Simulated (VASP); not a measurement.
# VASP 6.6.1, r²SCAN single-point calculation, HfO$_{2}$ (strained fluorite)

INCAR

```
ISIF = 2
LCHARG = .FALSE.
NBANDS = 18
METAGGA = R2SCAN
EDIFF = 1E-7
SIGMA = 0.01
PREC = Accurate
LWAVE = .FALSE.
LASPH = .TRUE.
NELM = 120
ALGO = Normal
ISMEAR = 0
IBRION = -1
NSW = 0
LREAL = .FALSE.
ENCUT = 520
```

KPOINTS

```
KPOINTS created by Atomic Simulation Environment
0
Gamma
8 8 8
0 0 0
```

KPOINTS_OPT

```
special points
7
Reciprocal
0.0000000000 0.0000000000 0.0000000000 1
0.5000000000 0.0000000000 0.5000000000 1
0.6250000000 0.2500000000 0.6250000000 1
0.3750000000 0.3750000000 0.7500000000 1
0.5000000000 0.5000000000 0.5000000000 1
0.5000000000 0.2500000000 0.7500000000 1
0.0000000000 0.5000000000 0.5000000000 1
```

POSCAR

```
Hf O
 1.0000000000000000
    -0.0725544609000000    2.5072115047999999    2.5072115047999999
     2.5072115047999999   -0.0725544609000000    2.5072115047999999
     2.5072115047999999    2.5072115047999999   -0.0725544609000000
 Hf  O
   1   2
Cartesian
  0.0000000000000000 -0.0000000000000000 -0.0000000000000000
  1.2464801957765341  1.2464801957765341  1.2464801957765341
  3.6953883529234655  3.6953883529234655  3.6953883529234655
```

VASP ran with the recommended PBE PAW datasets (22 valence electrons in the cell).

Command

```
mpirun -np 1 vasp_std
```

OSZICAR

```
N       E                     dE             d eps       ncg     rms          rms(c)
DAV:   1     0.489840352459E+02    0.48984E+02   -0.12931E+04  2340   0.124E+03
DAV:   2    -0.764127129648E+02   -0.12540E+03   -0.12185E+03  2962   0.296E+02
DAV:   3    -0.806311086549E+02   -0.42184E+01   -0.42013E+01  2796   0.477E+01
DAV:   4    -0.806562995141E+02   -0.25191E-01   -0.25182E-01  2858   0.405E+00
DAV:   5    -0.806564777288E+02   -0.17821E-03   -0.17821E-03  2730   0.322E-01    0.506E+01
DAV:   6    -0.683127144626E+02    0.12344E+02   -0.12328E+01  2396   0.278E+01    0.382E+01
DAV:   7    -0.685040428163E+02   -0.19133E+00   -0.15078E+00  2892   0.916E+00    0.259E+01
DAV:   8    -0.686226007696E+02   -0.11856E+00   -0.10718E+00  2554   0.788E+00    0.155E+01
DAV:   9    -0.685119018262E+02    0.11070E+00   -0.62948E-01  2514   0.536E+00    0.222E+00
DAV:  10    -0.685110769035E+02    0.82492E-03   -0.32064E-02  2636   0.102E+00    0.126E+00
DAV:  11    -0.685107504547E+02    0.32645E-03   -0.38204E-03  2562   0.440E-01    0.279E-01
DAV:  12    -0.685107170032E+02    0.33451E-04   -0.14783E-04  2626   0.982E-02    0.196E-01
DAV:  13    -0.685107198267E+02   -0.28235E-05   -0.13168E-05  2712   0.268E-02    0.243E-02
DAV:  14    -0.685107167824E+02    0.30443E-05   -0.11676E-05  2640   0.209E-02    0.124E-02
DAV:  15    -0.685107169129E+02   -0.13058E-06   -0.21742E-07  2382   0.391E-03    0.780E-03
DAV:  16    -0.685107167415E+02    0.17145E-06   -0.93310E-08  1472   0.206E-03    0.199E-03
DAV:  17    -0.685107166629E+02    0.78586E-07   -0.43508E-09  1410   0.584E-04
   1 F= -.68510717E+02 E0= -.68510717E+02  d E =-.816354-111
       N       E                     dE             ncg
DAV:   1     0.633111026681E+03   -0.58869E+04      252
DAV:   2    -0.181628521613E+03   -0.81474E+03      350
DAV:   3    -0.208115102155E+03   -0.26487E+02      290
DAV:   4    -0.208279684971E+03   -0.16458E+00      336
DAV:   5    -0.208280866652E+03   -0.11817E-02      294
DAV:   6    -0.208280879169E+03   -0.12517E-04      288
DAV:   7    -0.208280879342E+03   -0.17264E-06      316
DAV:   8    -0.208280879344E+03   -0.23801E-08      214
```

From OUTCAR

```
k-points           NKPTS =     65   k-points in BZ     NKDIM =     65   number of bands    NBANDS=     18

   NELECT =      22.0000    total number of electrons

   dimension x,y,z NGX =    28 NGY =   28 NGZ =   28
   dimension x,y,z NGXF=    56 NGYF=   56 NGZF=   56

  energy-cutoff  :      520.00
  volume of cell :       32.89
      direct lattice vectors                 reciprocal lattice vectors
    -0.072554461  2.507211505  2.507211505    -0.190970504  0.196661557  0.196661557
     2.507211505 -0.072554461  2.507211505     0.196661557 -0.190970504  0.196661557
     2.507211505  2.507211505 -0.072554461     0.196661557  0.196661557 -0.190970504

 k-points in reciprocal lattice and weights: KPOINTS created by Atomic Simulation Env
   0.00000000  0.00000000  0.00000000       0.002
   0.12500000  0.00000000  0.00000000       0.012
   0.25000000  0.00000000  0.00000000       0.012
   0.37500000  0.00000000 -0.00000000       0.012
   0.50000000  0.00000000  0.00000000       0.006
   0.12500000  0.12500000  0.00000000       0.012
   0.25000000  0.12500000  0.00000000       0.023
   0.37500000  0.12500000  0.00000000       0.023
   ...

 E-fermi :   3.9798

 k-point     1 :       0.0000    0.0000    0.0000
  band No.  band energies     occupation
      1     -26.8815      2.00000
      2     -26.8815      2.00000
      3     -26.8674      2.00000
      4     -15.8415      2.00000
      5     -12.8840      2.00000
      6      -1.5965      2.00000
      7      -1.5965      2.00000
      8      -1.4530      2.00000
      9       3.1307      2.00000
     10       3.2293      2.00000
     11       3.2293      2.00000
     12       8.2088      0.00000
     13       8.2088      0.00000
     14      10.2167      0.00000
     15      14.5829      0.00000
     16      14.5829      0.00000
     17      14.8692      0.00000
     18      16.4366      0.00000

 k-point     2 :       0.1250    0.0000    0.0000
  band No.  band energies     occupation
      1     -26.9440      2.00000
      2     -26.8870      2.00000
      3     -26.8762      2.00000
      4     -15.6445      2.00000
      5     -13.0410      2.00000
      6      -1.4439      2.00000
      7      -1.3346      2.00000
      8      -1.1720      2.00000
      9       2.7606      2.00000
     10       2.9115      2.00000
     11       2.9522      2.00000
     12       8.4426      0.00000
     13       8.4903      0.00000
     14      10.8160      0.00000
     15      13.8818      0.00000
     16      14.2906      0.00000
     17      14.5763      0.00000
     18      16.4350      0.00000

 k-point     3 :       0.2500    0.0000    0.0000
  band No.  band energies     occupation
      1     -27.0940      2.00000
      2     -26.9005      2.00000
      3     -26.8927      2.00000
      4     -15.1744      2.00000
      5     -13.3693      2.00000
      6      -1.0537      2.00000
      7      -0.9800      2.00000
      8      -0.2301      2.00000
      9       1.8692      2.00000
     10       2.4023      2.00000
     11       2.4487      2.00000
     12       8.7699      0.00000
     13       8.9495      0.00000
     14      11.3615      0.00000
     15      13.4234      0.00000
     16      13.7915      0.00000
     17      14.1153      0.00000
     18      16.4275      0.00000

 k-point     4 :       0.3750    0.0000   -0.0000
  band No.  band energies     occupation
      1     -27.2369      2.00000
      2     -26.9139      2.00000
      3     -26.9089      2.00000
      4     -14.7505      2.00000
      5     -13.5902      2.00000
      6      -0.6378      2.00000
      7      -0.6303      2.00000
      8       0.6721      2.00000
      9       1.1002      2.00000
     10       1.9685      2.00000
     11       2.1464      2.00000
     12       8.7780      0.00000
     13       9.0954      0.00000
     14      11.0216      0.00000
     15      13.5307      0.00000
     16      13.7870      0.00000
     17      13.9107      0.00000
     18      16.4005      0.00000

 k-point     5 :       0.5000    0.0000    0.0000
  band No.  band energies     occupation
      1     -27.2942      2.00000
      2     -26.9194      2.00000
      3     -26.9155      2.00000
      4     -14.6211      2.00000
      5     -13.6176      2.00000
      6      -0.5045      2.00000
      7      -0.4454      2.00000
      8       0.7807      2.00000
      9       1.0348      2.00000
     10       1.8176      2.00000
     11       2.0757      2.00000
     12       8.6893      0.00000
     13       9.0556      0.00000
     14      11.0828      0.00000
     15      13.4078      0.00000
     16      13.4866      0.00000
     17      13.8744      0.00000
     18      16.4147      0.00000

 k-point     6 :       0.1250    0.1250    0.0000
  band No.  band energies     occupation
      1     -26.9491      2.00000
      2     -26.8994      2.00000
      3     -26.8884      2.00000
      4     -15.5666      2.00000
      5     -13.1027      2.00000
      6      -1.4274      2.00000
      7      -1.3475      2.00000
      8      -0.9006      2.00000
      9       1.9359      2.00000
     10       3.1878      2.00000
     11       3.2485      2.00000
     12       8.4058      0.00000
     13       8.6031      0.00000
     14      11.0339      0.00000
     15      13.9310      0.00000
     16      14.0588      0.00000
     17      14.4114      0.00000
     18      16.4339      0.00000

 k-point     7 :       0.2500    0.1250    0.0000
  band No.  band energies     occupation
      1     -27.0654      2.00000
      2     -26.9145      2.00000
      3     -26.9049      2.00000
      4     -15.1686      2.00000
      5     -13.3818      2.00000
      6      -1.1215      2.00000
      7      -1.0597      2.00000
      8      -0.0548      2.00000
      9       0.9479      2.00000
     10       2.9229      2.00000
     11       2.9867      2.00000
     12       8.7166      0.00000
     13       8.9024      0.00000
     14      11.6630      0.00000
     15      13.2918      0.00000
     16      13.5812      0.00000
     17      14.0934      0.00000
     18      16.4310      0.00000

 k-point     8 :       0.3750    0.1250    0.0000
  band No.  band energies     occupation
      1     -27.2004      2.00000
      2     -26.9372      2.00000
      3     -26.9211      2.00000
      4     -14.7046      2.00000
      5     -13.6410      2.00000
      6      -0.7638      2.00000
      7      -0.6911      2.00000
      8       0.2919      2.00000
      9       0.9690      2.00000
     10       2.3869      2.00000
     11       2.5495      2.00000
     12       8.8626      0.00000
     13       9.0918      0.00000
     14      11.2785      0.00000
     15      13.1249      0.00000
     16      13.5089      0.00000
     17      14.3531      0.00000
     18      16.4197      0.00000

 k-point     9 :       0.5000    0.1250    0.0000
  band No.  band energies     occupation
      1     -27.2725      2.00000
      2     -26.9611      2.00000
      3     -26.9259      2.00000
      4     -14.5015      2.00000
      5     -13.6876      2.00000
      6      -0.7533      2.00000
      7      -0.3696      2.00000
      8       0.1493      2.00000
      9       1.5999      2.00000
     10       2.0132      2.00000
     11       2.2640      2.00000
     12       8.7590      0.00000
     13       9.1459      0.00000
     14      11.0886      0.00000
     15      12.8750      0.00000
     16      13.5621      0.00000
     17      14.3872      0.00000
     18      16.4181      0.00000

 k-point    10 :      -0.3750    0.1250   -0.0000
  band No.  band energies     occupation
      1     -27.2454      2.00000
      2     -26.9707      2.00000
      3     -26.9169      2.00000
      4     -14.5575      2.00000
      5     -13.6678      2.00000
      6      -0.9050      2.00000
      7      -0.2715      2.00000
      8       0.3884      2.00000
      9       1.4011      2.00000
     10       1.6323      2.00000
     11       2.5903      2.00000
     12       8.6301      0.00000
     13       9.2918      0.00000
     14      11.0910      0.00000
     15      12.7638      0.00000
     16      13.6747      0.00000
     17      14.5203      0.00000
     18      16.4171      0.00000

 k-point    11 :      -0.2500    0.1250   -0.0000
  band No.  band energies     occupation
      1     -27.1363      2.00000
      2     -26.9570      2.00000
      3     -26.8996      2.00000
      4     -14.8870      2.00000
      5     -13.5321      2.00000
      6      -1.1169      2.00000
      7      -0.5919      2.00000
      8       0.5463      2.00000
      9       1.0444      2.00000
     10       1.7202      2.00000
     11       3.0161      2.00000
     12       8.5990      0.00000
     13       9.2892      0.00000
     14      11.3632      0.00000
     15      12.7876      0.00000
     16      13.9590      0.00000
     17      14.2165      0.00000
     18      16.4276      0.00000

 ...

  Total       -1.6197143     -1.6197143     -1.6197143      0.3994822      0.3994822      0.3994822
  in kB      -78.9036665    -78.9036665    -78.9036665     19.4606007     19.4606007     19.4606007
  external PRESSURE =     -78.9036665 kB  Pullay stress =       0.0000000 kB

 POSITION                                       TOTAL-FORCE (eV/Angst)
 -----------------------------------------------------------------------------------
      0.00000      0.00000      0.00000         0.000000     -0.000000     -0.000000
      1.24648      1.24648      1.24648        -0.018170     -0.018170     -0.018170
      3.69539      3.69539      3.69539         0.018170      0.018170      0.018170
 -----------------------------------------------------------------------------------
    total drift:                               -0.000000     -0.000000     -0.000000

  FREE ENERGIE OF THE ION-ELECTRON SYSTEM (eV)
  ---------------------------------------------------
  free  energy   TOTEN  =       -68.5107166629 eV

  energy  without entropy=      -68.5107166629  energy(sigma->0) =      -68.51071666
```

```
gap between bands v and c : 4.28 eV
least direct gap          : 4.28 eV
pressure                  : -7.9 GPa
largest force             : 0.03 eV/Å
```

Band v is the last that the valence electrons fill when counted band by band, and c is the next.

The run took about 2.3 min on one core of a shared host (Intel Xeon Platinum 8488C) and held 0.21 GiB at most.
